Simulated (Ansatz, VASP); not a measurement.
## Two plane-wave programs on MgI2

Contents of INCAR:

```
SYSTEM = MgI2
PREC = Accurate
ENCUT = 520
EDIFF = 1E-6
ISMEAR = 0
SIGMA = 0.05
LREAL = .FALSE.
LASPH = .TRUE.
NELM = 60
ALGO = Normal
ISIF = 2
LWAVE = .FALSE.
LCHARG = .FALSE.
GGA = PE
NBANDS = 15
```

KPOINTS

```
Automatic mesh
0
G
  6 6 4
  0 0 0
```

POSCAR

```
MgI2
1.0
    4.2516112781      0.0000000000      0.0000000000
   -2.1258056391      3.6820033739      0.0000000000
    0.0000000000      0.0000000000      7.8941785324
Mg I
1 2
Direct
    0.0000000000      0.0000000000      0.0000000000
    0.3333333333      0.6666666667      0.7666648737
    0.6666666667      0.3333333333      0.2333351263
```

Input for Ansatz:

```yaml
crystal:
  lattice:
    - [4.2516112781, 0.0, 0.0]
    - [-2.1258056391, 3.6820033739, 0.0]
    - [0.0, 0.0, 7.8941785324]
  atoms:
    - { symbol: Mg, position: [0.0, 0.0, 0.0] }
    - { symbol: I, position: [0.3333333333, 0.6666666667, 0.7666648737] }
    - { symbol: I, position: [0.6666666667, 0.3333333333, 0.2333351263] }
basis:
  ecutwfc: 520.0
kpoints:
  mp_grid: { grid: [6, 6, 4] }
hamiltonian:
  xc: pbe
scf:
  occupations: { method: gaussian, width: 0.05 }
output:
  forces: true
  stress: true
  eigenvalues: true
```

Alike in both runs: task single point; functional PBE; k mesh 6 × 6 × 4; occupations gaussian, width 0.05 eV; no spin polarisation.

|  | VASP | Ansatz |
| --- | --- | --- |
| version | VASP 6.6.1 | Ansatz 0.2.0 |
| potentials or method | VASP PAW PBE potentials, release 64 (Mg, I) | scalar-relativistic, plane waves, PAW |
| plane-wave cutoff (eV) | 520 | 520 |
| valence electrons in the cell | 16 | 44 |

Ansatz gave:

```
gap on the k mesh at the Fermi level (eV)       : 3.16
least direct gap on the mesh (eV)               : 3.16
pressure (GPa)                                  : -2.2
largest component of the traceless stress (GPa) : 1.20
rms of the force components (eV/Å)              : 0.348
```

Question: Estimate VASP's values.

Answer: gap on the k mesh at the Fermi level (eV): 3.15; least direct gap on the mesh (eV): 3.15; pressure (GPa): -2.3; largest component of the traceless stress (GPa): 1.20; rms of the force components (eV/Å): 0.352.

Atom by atom the forces differ by 0.004 eV/Å (rms over components). The two sets of potentials don't hold the same shells in valence.

Caveats: spin-orbit coupling is left out, which moves the levels of the heavy elements; this functional lacks dispersion, which binds the layers, so the pressure and a relaxed spacing across them are unreliable. A k mesh can miss the band edges.
